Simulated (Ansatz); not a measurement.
# BAs: from a first guess to the relaxed rocksalt type

First guess:

```xyz
2
Lattice="0.0000 2.2323 2.2323 2.2323 0.0000 2.2323 2.2323 2.2323 0.0000" Properties=species:S:1:pos:R:3 pbc="T T T"
B     0.0000    0.0000    0.0000
As    2.2323    2.2323    2.2323
```

All numbers below come from Ansatz 0.2.0, DFT, PBE, PAW with Ansatz's default frozen-core files, scalar-relativistic.

Cell and atoms relax within the symmetry of the start on a 14×14×14 k mesh with 0.05 eV Fermi–Dirac smearing.

The start is built from a prototype, known or not as a phase of this compound; the cutoff is 420 eV.

Question: What is the pressure of the first guess?

Answer: 15.65 GPa.

Question: What does it relax to?

Answer: a = 4.614 Å, b = 4.614 Å, c = 4.614 Å, α = 90.00°, β = 90.00°, γ = 90.00° (conventional cell), 12.28 Å³ per atom:
```
CELL_PARAMETERS angstrom
0.00000 2.30685 2.30685
2.30685 0.00000 2.30685
2.30685 2.30685 0.00000
ATOMIC_POSITIONS crystal
B 0.00000 0.00000 0.00000
As 0.50000 0.50000 0.50000
```

Question: How much energy does the relaxation release?

Answer: 52 meV/atom.
